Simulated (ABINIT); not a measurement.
# FeO (R-3m) in ABINIT: single point with PBE

Aim: the single point of FeO with PBE.

Program: ABINIT 10.8.3 (patched build). These are calculated values, not measurements. Logs are shortened: lines on timing, memory, paths and dates and some standing lists are left out, and cuts for length are marked. The log counts tension as positive stress, the text compression.

## 1. The structure

It takes space group R-3m (No. 166, trigonal). Conventional cell: a = 3.035 Å, b = 3.035 Å, c = 7.547 Å, α = 90.00°, β = 90.00°, γ = 120.00°. Fe (site symmetry -3m) is surrounded by 6 O at 2.16 Å. O (site symmetry -3m) is surrounded by 6 Fe at 2.16 Å.

## 2. Single point, PBE, collinear spin, ferromagnetic start

The input, run.abi:

```
pp_dirpath "./"
pseudos "Fe.GGA_PBE-JTH.xml, O.GGA_PBE-JTH.xml"

acell 5.7939039019 5.7939039019 5.7939038996
rprim
     0.4950036419     0.2857904876     0.8205456671
    -0.4950036419     0.2857904876     0.8205456671
     0.0000000000    -0.5715809722     0.8205456674
ntypat 2
znucl 26 8
natom 2
typat 1 2
xred
     0.0000000000     0.0000000000     0.0000000000
     0.5000000000     0.5000000000     0.5000000000

ecut 26.0
pawecutdg 48.0
pawxcdev 0

kptopt 1
ngkpt 11 11 11
nshiftk 1
shiftk 0.0 0.0 0.0

ixc 11

nband 16
occopt 3
tsmear 0.05 eV

nsppol 2
spinat
     0.0000000000     0.0000000000     5.0000000000
     0.0000000000     0.0000000000     0.0000000000

nstep 100
tolvrs 1.0e-9

iomode 3
prtwf 0
prteig 0
prtebands 0
prtden 1
prtvha 1
prtvclmb 1
prtpot 1
```

Potentials or basis: JTH PAW PBE v2.0.

Run with:

```
$ abinit run.abi > log 2>&1
```

run.abo:

```text
.Version 10.8.3 of ABINIT
 Symmetries : space group R-3 m (#166); Bravais hR (rhombohedral)
================================================================================
 Values of the parameters that define the memory need of the present run
     intxc =       0    ionmov =       0      iscf =      17    lmnmax =      18
     lnmax =       6     mgfft =      30  mpssoang =       3    mqgrid =    3001
     natom =       2  nloc_mem =       2    nspden =       2   nspinor =       1
    nsppol =       2      nsym =      12    n1xccc =       1    ntypat =       2
    occopt =       3   xclevel =       2
       mpw =         887          nfft =       27000          nkpt =         146
 PAW method is used; the additional fine FFT grid is defined by:
   mgfftf=        40    nfftf =     64000
================================================================================
================================================================================

--------------------------------------------------------------------------------
------------- Echo of variables that govern the present computation ------------
--------------------------------------------------------------------------------
 -outvars: echo values of preprocessed input variables --------
            acell      5.7939039019E+00  5.7939039019E+00  5.7939038996E+00 Bohr
              amu      5.58470000E+01  1.59994000E+01
             ecut      2.60000000E+01 Hartree
                       outvar_i_n : Printing only first  50 k-points.
              ixc          11
                       outvar_i_n : Printing only first  50 k-points.
         kptrlatt       11    0    0      0   11    0      0    0   11
          kptrlen      6.30960778E+01
            natom           2
            nband          16
            ngfft          30      30      30
          ngfftdg          40      40      40
             nkpt         146
           nspden           2
           nsppol           2
            nstep         100
             nsym          12
           ntypat           2
                       prtocc : prtvol=0, do not print more k-points.
                       1.000000  1.000000  1.000000  1.000000  1.000000  1.000000
                       1.000000  1.000000  1.000000  1.000000  1.000000  0.000000
                       0.000000  0.000000  0.000000  0.000000
                       1.000000  1.000000  1.000000  1.000000  1.000000  1.000000
                       1.000000  1.000000  1.000000  1.000000  1.000000  0.000000
                       0.000000  0.000000  0.000000  0.000000
                       1.000000  1.000000  1.000000  1.000000  1.000000  1.000000
                       1.000000  1.000000  1.000000  1.000000  1.000000  0.000000
                       0.000000  0.000000  0.000000  0.000000
                       1.000000  1.000000  1.000000  1.000000  1.000000  1.000000
                       1.000000  1.000000  1.000000  1.000000  1.000000  0.000000
                       0.000000  0.000000  0.000000  0.000000
                       1.000000  1.000000  1.000000  1.000000  1.000000  1.000000
                       1.000000  1.000000  1.000000  1.000000  1.000000  0.000000
                       0.000000  0.000000  0.000000  0.000000
                       1.000000  1.000000  1.000000  1.000000  1.000000  1.000000
                       1.000000  1.000000  1.000000  1.000000  1.000000  0.000000
[... 118 lines left out ...]
                       1.000000  1.000000  1.000000  1.000000  1.000000  1.000000
                       1.000000  1.000000  1.000000  1.000000  1.000000  0.000000
                       0.000000  0.000000  0.000000  0.000000
                       1.000000  1.000000  1.000000  1.000000  1.000000  1.000000
                       1.000000  1.000000  1.000000  1.000000  1.000000  0.000000
                       0.000000  0.000000  0.000000  0.000000
                       1.000000  1.000000  1.000000  1.000000  1.000000  1.000000
                       1.000000  1.000000  1.000000  1.000000  1.000000  0.000000
                       0.000000  0.000000  0.000000  0.000000
                       1.000000  1.000000  1.000000  1.000000  1.000000  1.000000
                       1.000000  1.000000  1.000000  1.000000  1.000000  0.000000
                       0.000000  0.000000  0.000000  0.000000
                       1.000000  1.000000  1.000000  1.000000  1.000000  1.000000
                       1.000000  1.000000  1.000000  1.000000  1.000000  0.000000
                       0.000000  0.000000  0.000000  0.000000
                       prtocc : prtvol=0, do not print more k-points.
           occopt           3
        pawecutdg      4.80000000E+01 Hartree
         pawxcdev           0
        prtebands           0
           prteig           0
           prtpot           1
         prtvclmb           1
           prtvha           1
            prtwf           0
            rprim      4.9500364190E-01  2.8579048760E-01  8.2054566710E-01
                      -4.9500364190E-01  2.8579048760E-01  8.2054566710E-01
                       0.0000000000E+00 -5.7158097220E-01  8.2054566740E-01
          spgroup         166
           spinat      0.0000000000E+00  0.0000000000E+00  5.0000000000E+00
                       0.0000000000E+00  0.0000000000E+00  0.0000000000E+00
           tolvrs      1.00000000E-09
           tsmear      1.83746611E-03 Hartree
            typat      1  2
           useylm           1
                       outvars : Printing only first  50 k-points.
           xangst      0.0000000000E+00  0.0000000000E+00  0.0000000000E+00
                       0.0000000000E+00  4.9468406275E-09  3.7736918676E+00
            xcart      0.0000000000E+00  0.0000000000E+00  0.0000000000E+00
                       0.0000000000E+00  9.3481739744E-09  7.1312441134E+00
             xred      0.0000000000E+00  0.0000000000E+00  0.0000000000E+00
                       5.0000000000E-01  5.0000000000E-01  5.0000000000E-01
            znucl       26.00000    8.00000

================================================================================

 chkinp: Checking input parameters for consistency.
[... 98 lines left out ...]
  sigma(2 2)=  3.31212758E-05  sigma(3 1)=  0.00000000E+00
  sigma(3 3)=  6.35984942E-05  sigma(2 1)=  0.00000000E+00

--- !ResultsGS
iteration_state: {dtset: 1, }
comment   : Summary of ground state results
lattice_vectors:
- [  2.8680035,   1.6558426,   4.7541627, ]
- [ -2.8680035,   1.6558426,   4.7541627, ]
- [  0.0000000,  -3.3116852,   4.7541627, ]
lattice_lengths: [   5.79390,    5.79390,    5.79390, ]
lattice_angles: [ 59.340,  59.340,  59.340, ] # degrees, (23, 13, 12)
lattice_volume:   1.3546404E+02
convergence: {deltae: -5.826E-12, res2:  6.537E-10, residm:  3.182E-04, diffor: null, }
etotal    :  -1.40575392E+02
entropy   :   0.00000000E+00
fermie    :   3.07407847E-01
cartesian_stress_tensor: # hartree/bohr^3
- [  3.31214626E-05,   0.00000000E+00,   0.00000000E+00, ]
- [  0.00000000E+00,   3.31212758E-05,  -5.73900268E-11, ]
- [  0.00000000E+00,  -5.73900268E-11,   6.35984942E-05, ]
pressure_GPa:  -1.2734E+00
xred      :
- [  0.0000E+00,   0.0000E+00,   0.0000E+00, Fe]
- [  5.0000E-01,   5.0000E-01,   5.0000E-01,  O]
cartesian_forces: # hartree/bohr
- [ -0.00000000E+00,  -0.00000000E+00,  -0.00000000E+00, ]
- [ -0.00000000E+00,  -0.00000000E+00,  -0.00000000E+00, ]
force_length_stats: {min:   0.00000000E+00, max:   0.00000000E+00, mean:   0.00000000E+00, }
...

 Integrated electronic and magnetization densities in atomic spheres:
 ------------------------------------------------------------------------------------------------------------
 Radius=ratsph(iatom), smearing ratsm=  0.0000. Diff(up-dn)=approximate z local magnetic moment.
    Atom    Radius    up_density   dn_density  Total(up+dn)  Diff(up-dn)
    1 Fe   2.11532     8.866048     5.274305     14.140353     3.591744
    2  O   1.41465     2.399363     2.115183      4.514546     0.284180
 ------------------------------------------------------------------------------------------------------------
  Sum:                11.265411     7.389488     18.654899     3.875923
 Total magnetization (from the atomic spheres):                3.875923
 Total magnetization (exact up - dn):                          4.000849

================================================================================

 ----iterations are completed or convergence reached----

 Mean square residual over all n,k,spin=   98.217E-09; max=  31.819E-05
 reduced coordinates (array xred) for    2 atoms
       0.000000000000      0.000000000000      0.000000000000
       0.500000000000      0.500000000000      0.500000000000
 rms dE/dt=  0.0000E+00; max dE/dt=  0.0000E+00; dE/dt below (all hartree)
    1       0.000000000000      0.000000000000      0.000000000000
    2       0.000000000000      0.000000000000      0.000000000000

 cartesian coordinates (angstrom) at end:
    1      0.00000000000000     0.00000000000000     0.00000000000000
    2      0.00000000000000     0.00000000494684     3.77369186762262

 cartesian forces (hartree/bohr) at end:
    1     -0.00000000000000    -0.00000000000000    -0.00000000000000
    2     -0.00000000000000    -0.00000000000000    -0.00000000000000
 frms,max,avg= 0.0000000E+00 0.0000000E+00   0.000E+00  0.000E+00  0.000E+00 h/b

 cartesian forces (eV/Angstrom) at end:
    1     -0.00000000000000    -0.00000000000000    -0.00000000000000
    2     -0.00000000000000    -0.00000000000000    -0.00000000000000
 frms,max,avg= 0.0000000E+00 0.0000000E+00   0.000E+00  0.000E+00  0.000E+00 e/A
 length scales=  5.793903901900  5.793903901900  5.793903899600 bohr
              =  3.066001904967  3.066001904967  3.066001903750 angstroms
 Fermi (or HOMO) energy (hartree) =   0.30741   Average Vxc (hartree)=  -0.43832
 Magnetization (Bohr magneton)=  4.00085399E+00
 Total spin up =  1.30004270E+01   Total spin down =  8.99957301E+00
 Eigenvalues (hartree) for nkpt= 146  k points, SPIN UP:
 kpt#   1, nband= 16, wtk=  0.00075, kpt=  0.0000  0.0000  0.0000 (reduced coord)
  -2.99725   -1.74907   -1.74856   -1.74856   -0.45633    0.16275    0.16350    0.16573
   0.16573    0.16624    0.16624    0.17223    0.17223    0.30676    0.86864    0.91945
      occupation numbers for kpt#   1
   1.00000    1.00000    1.00000    1.00000    1.00000    1.00000    1.00000    1.00000
   1.00000    1.00000    1.00000    1.00000    1.00000    0.58667    0.00000    0.00000
 prteigrs : prtvol=0 or 1, do not print more k-points.

 Eigenvalues (hartree) for nkpt= 146  k points, SPIN DOWN:
 kpt#   1, nband= 16, wtk=  0.00075, kpt=  0.0000  0.0000  0.0000 (reduced coord)
  -2.84409   -1.59912   -1.59912   -1.59910   -0.43715    0.18272    0.18632    0.18632
   0.27836    0.28143    0.28143    0.31533    0.31533    0.33622    0.86684    0.95396
      occupation numbers for kpt#   1
   1.00000    1.00000    1.00000    1.00000    1.00000    1.00000    1.00000    1.00000
   1.00000    1.00000    1.00000    0.01323    0.01323    0.00000    0.00000    0.00000
 prteigrs : prtvol=0 or 1, do not print more k-points.

--- !EnergyTerms
iteration_state     : {dtset: 1, }
comment             : Components of total free energy in Hartree
kinetic             :  1.96394521859765E+01
hartree             :  3.03254510213416E+01
xc                  : -6.28663464233848E+00
Ewald energy        : -9.49401494370509E+01
psp_core            :  5.79328699994758E+00
local_psp           : -8.50427057670708E+01
PAW spherical_terms : -1.00636731800828E+01
internal            : -1.40574972819277E+02
'-kT*entropy'       : -4.25488896188443E-04
total_energy        : -1.40575398308174E+02
total_energy_eV     : -3.82525146004633E+03
...

--- !EnergyTermsDC
iteration_state     : {dtset: 1, }
comment             : '"Double-counting" decomposition of free energy'
band_energy         : -1.48680639749585E+01
Ewald energy        : -9.49401494370509E+01
psp_core            :  5.79328699994758E+00
xc_dc               : -2.84365194329464E+01
PAW spherical_terms : -8.12352113109174E+00
internal            : -1.40574966976100E+02
'-kT*entropy'       : -4.25488896188443E-04
total_energy_dc     : -1.40575392464996E+02
total_energy_dc_eV  : -3.82525130104538E+03
...

--- !EnergyTermsWithPAWCore
iteration_state     : {dtset: 1, }
comment             : 'Components of total free energy, including PAW core contributions'
Total energy        : -1.34803056009020E+03
Total energy DC     : -1.34803055424703E+03
Total energy (eV)   : -3.66817802420007E+04
Total energy DC (eV): -3.66817800829997E+04
...

 Cartesian components of stress tensor (hartree/bohr^3)
  sigma(1 1)=  3.31214626E-05  sigma(3 2)= -5.73900268E-11
  sigma(2 2)=  3.31212758E-05  sigma(3 1)=  0.00000000E+00
  sigma(3 3)=  6.35984942E-05  sigma(2 1)=  0.00000000E+00

-Cartesian components of stress tensor (GPa)         [Pressure= -1.2734E+00 GPa]
- sigma(1 1)=  9.74467073E-01  sigma(3 2)= -1.68847288E-06
- sigma(2 2)=  9.74461578E-01  sigma(3 1)=  0.00000000E+00
- sigma(3 3)=  1.87113230E+00  sigma(2 1)=  0.00000000E+00

== END DATASET(S) ==============================================================
================================================================================

 -outvars: echo values of variables after computation  --------
            acell      5.7939039019E+00  5.7939039019E+00  5.7939038996E+00 Bohr
           etotal     -1.4057539246E+02
            fcart     -0.0000000000E+00 -0.0000000000E+00 -0.0000000000E+00
                      -0.0000000000E+00 -0.0000000000E+00 -0.0000000000E+00
            rprim      4.9500364190E-01  2.8579048760E-01  8.2054566710E-01
                      -4.9500364190E-01  2.8579048760E-01  8.2054566710E-01
                       0.0000000000E+00 -5.7158097220E-01  8.2054566740E-01
           strten      3.3121462587E-05  3.3121275822E-05  6.3598494174E-05
                      -5.7390026762E-11  0.0000000000E+00  0.0000000000E+00
           xangst      0.0000000000E+00  0.0000000000E+00  0.0000000000E+00
                       0.0000000000E+00  4.9468406275E-09  3.7736918676E+00
             xred      0.0000000000E+00  0.0000000000E+00  0.0000000000E+00
                       5.0000000000E-01  5.0000000000E-01  5.0000000000E-01
 Calculation completed.
```

Wall time 3.9 min (1 thread of Arm Neoverse V1, shared host); peak memory 0.23 GiB.

What came out:

```yaml
Free_energy: -3825.2513 eV
Pressure: -1.3 GPa
Band_gap_on_the_k_mesh: none (metal or under the smearing width)
Net_moment: 4.00 μB per cell
Site_moments: Fe +3.59; O +0.28 μB
Valence_electrons_inside_the_program's_atomic_spheres: Fe 14.14; O 4.51
```

Stress tensor (GPa, compression positive):
```
-0.97  0.00  0.00
 0.00 -0.97  0.00
 0.00  0.00 -1.87
```

Caveat: a cell with one magnetic atom can't hold antiferromagnetic order, which such compounds often take; semilocal functionals often make such compounds metallic where correlation or magnetic order opens a gap, which also shifts bond lengths. With open d or f shells a metallic result of PBE can be an artefact of self-interaction; +U or a hybrid may open a gap.

## 3. For comparison

An earlier run on the cell as given: functional PBE; potentials or basis JTH PAW PBE v2.0; cutoff 707 eV; k mesh 11 × 11 × 11; occupations fermi-dirac, width 0.05 eV; collinear spin, ferromagnetic start; starting moments [4.0, 0.0] μB.

* Pressure: -1.3 GPa
* Band gap on the k mesh: none (metal or under the smearing width)
* Net moment: 4.00 μB per cell
* Site moments: Fe +3.59; O +0.28 μB
* Valence electrons inside the program's atomic spheres: Fe 14.14; O 4.51
